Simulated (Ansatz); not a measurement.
Runs of Ansatz 0.2.0 on Mg. Symmetry: P6_3/mmc, No. 194, hexagonal system. Conventional cell: a = 3.209 Å, b = 3.209 Å, c = 5.210 Å, α = 90.00°, β = 90.00°, γ = 120.00°. Mg (site symmetry -6m2) has 12 Mg at 3.20 to 3.21 Å as nearest neighbours. 

```tsv
task	level	cell	cutoff (eV)	smearing	points for each segment of the path	gap on the mesh (eV)	pressure (GPa)	relaxed volume (Å³/atom)
single point	PBE	as given	420	gaussian 0.013 eV	-	none	-0.5	-
single point	PBE	as given	420	gaussian 0.014 eV	-	none	(a)	-
band structure	r2SCAN	as given	500	fermi-dirac 0.05 eV	14	none	-1.0	-
relaxation of cell and atoms	PBEsol	relaxed	420	fermi-dirac 0.05 eV	-	none	0.0	22.57
relaxation of cell and atoms	revPBE	relaxed	420	fermi-dirac 0.05 eV	-	none	0.0	(b)
```

Alike in all rows: potentials or basis Ansatz PAW; no spin polarisation; k mesh 10 × 10 × 5.

Estimate the missing entries.

(a) -0.4; (b) 23.65.

Caveats: the PAW data sets come from PBE, with cores solved anew for the run's functional, which leaves a small shift of forces and pressure (some runs); the plane-wave basis is chosen anew once the cell has moved, so the energies of steps on either side of that aren't comparable (some runs).

A gap of «none» marks a metal or a gap under the smearing width.
